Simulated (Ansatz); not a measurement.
Crystal: SiC.

```
Si C
1.0
     3.07569    0.00000    0.00000
    -1.53785    2.66363    0.00000
     0.00000    0.00000   10.07065
Si C
4 4
Direct
  0.00000 0.00000 0.18789
  0.00000 0.00000 0.68789
  0.33333 0.66667 0.43784
  0.66667 0.33333 0.93784
  0.00000 0.00000 0.00046
  0.00000 0.00000 0.50046
  0.33333 0.66667 0.24980
  0.66667 0.33333 0.74980
```

The cell is a database's computed one.

Base run:

* Program: Ansatz 0.2.0
* Functional: revPBE
* Potentials or basis: Ansatz PAW
* Cutoff: 420 eV (not typed: the program's choice for these potentials)
* k mesh: 10 × 10 × 3
* Occupations: fermi-dirac, width 0.05 eV
* Spin: no spin polarisation

Its results: band gap on the k mesh 2.24 eV, indirect (least direct gap 3.36 eV); pressure 6.4 GPa; largest force 0.010 eV/Å.

Problem. The run is repeated on the same cell with these changes: functional from revPBE to RPBE. What comes out?

Solution. Band gap on the k mesh 2.24 eV, indirect (least direct gap 3.37 eV); pressure 7.2 GPa; largest force 0.011 eV/Å.

Caveats: the PAW data sets come from PBE, with cores solved anew for the run's functional, which leaves a small shift of forces and pressure.
